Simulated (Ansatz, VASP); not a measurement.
## Two plane-wave programs on Nb

```
CELL_PARAMETERS angstrom
3.06533 0.00000 0.00000
-1.53267 2.65466 0.00000
0.00000 0.00000 9.41518
ATOMIC_POSITIONS crystal
Nb 0.33333 0.66667 0.38224
Nb 0.66667 0.33333 0.88224
Nb 0.66667 0.33333 0.61776
Nb 0.33333 0.66667 0.11776
```

Alike in both runs: functional PBE; k mesh 6 × 6 × 4; occupations gaussian, width 0.1 eV; no spin polarisation.

Ansatz relaxed the structure, and its values are those at the end. VASP's run is a single point on that final structure, the one shown.

|  | VASP | Ansatz |
| --- | --- | --- |
| version | VASP 6.6.1 | Ansatz 0.2.0 |
| potentials or method | VASP PAW PBE potentials, release 64 (Nb_sv) | scalar-relativistic, plane waves, PAW |
| plane-wave cutoff (eV) | 520 | 420 |
| valence electrons in the cell | 52 | 52 |

```tsv
	VASP	Ansatz	Ansatz less VASP
gap on the k mesh at the Fermi level (eV)	none	none	-
pressure (GPa)	-0.3	0.0	+0.28
rms of the force components (eV/Å)	0.008	0.006	-0.0019
```

A gap of «none» marks a metal or a gap that the smearing closes. The functional is the same, so the differences come from potentials, cutoffs and numerics.

Caveats: the k mesh is coarse (spacing up to 0.39 Å⁻¹), so the values aren't converged.
